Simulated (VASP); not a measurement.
**VASP 6.6.1 run: InSb**

INCAR

```
LWAVE = .FALSE.
IVDW = 21
LREAL = .FALSE.
ISMEAR = -1
NSW = 0
ISIF = 2
LCHARG = .FALSE.
NELM = 120
ENCUT = 520
SIGMA = 0.02
GGA = PE
NBANDS = 16
EDIFF = 1E-7
LASPH = .TRUE.
PREC = Accurate
IBRION = -1
```

KPOINTS

```
KPOINTS created by Atomic Simulation Environment
0
Gamma
6 6 6
0 0 0
```

POSCAR

```
In Sb
 1.0000000000000000
     0.0000000000000000    3.2795130174999998    3.2467178874000000
     3.2795130174999998    0.0000000000000000    3.2467178874000000
     3.2795130174999998    3.2795130174999998    0.0000000000000000
 In  Sb
   1   1
Cartesian
  0.0000000000000000  0.0000000000000000  0.0000000000000000
  1.6397565087499997  1.6397565087499997  1.6233589436999996
```

The recommended PBE PAW datasets give the neutral cell 18 valence electrons.

Command

```
mpirun -np 1 vasp_std
```

Question: Predict the outcome of this run.

Answer: It converged. Results: gap between bands v and c on the k mesh 0.05 eV; least direct gap on the k mesh 0.05 eV; pressure 0.8 GPa. Band v is the last that the valence electrons fill when counted band by band, and c is the next.

OSZICAR

```
N       E                     dE             d eps       ncg     rms          rms(c)
DAV:   1     0.113355808850E+03    0.11336E+03   -0.78973E+03   960   0.110E+03
DAV:   2     0.515686610001E+00   -0.11284E+03   -0.10881E+03  1032   0.284E+02
DAV:   3    -0.680500403458E+01   -0.73207E+01   -0.72964E+01  1264   0.735E+01
DAV:   4    -0.701151271136E+01   -0.20651E+00   -0.20645E+00  1216   0.140E+01
DAV:   5    -0.702094381713E+01   -0.94311E-02   -0.94309E-02  1480   0.243E+00    0.401E+00
DAV:   6    -0.692419115072E+01    0.96753E-01   -0.15390E-01  1360   0.586E+00    0.233E+00
DAV:   7    -0.691148363577E+01    0.12708E-01   -0.68576E-02  1280   0.237E+00    0.613E-01
DAV:   8    -0.691264119821E+01   -0.11576E-02   -0.77152E-03  1248   0.994E-01    0.249E-01
DAV:   9    -0.691332565047E+01   -0.68445E-03   -0.96867E-04  1168   0.264E-01    0.774E-02
DAV:  10    -0.691337672767E+01   -0.51077E-04   -0.52460E-05  1352   0.476E-02    0.390E-02
DAV:  11    -0.691342159244E+01   -0.44865E-04   -0.81674E-05  1144   0.574E-02    0.256E-02
DAV:  12    -0.691342298289E+01   -0.13904E-05   -0.14195E-06  1208   0.773E-03    0.729E-03
DAV:  13    -0.691342353980E+01   -0.55691E-06   -0.15302E-06  1168   0.805E-03    0.433E-03
DAV:  14    -0.691342331211E+01    0.22769E-06   -0.56761E-08  1056   0.136E-03    0.128E-03
DAV:  15    -0.691342332882E+01   -0.16714E-07   -0.17016E-08   824   0.983E-04
   1 F= -.73032833E+01 E0= -.73031423E+01  d E =-.282089E-03
```

For comparison, a separate PBE run of the intended cell, on usual settings and not on those above, gives a gap of 0.05 eV on its mesh and a pressure of 1.9 GPa.
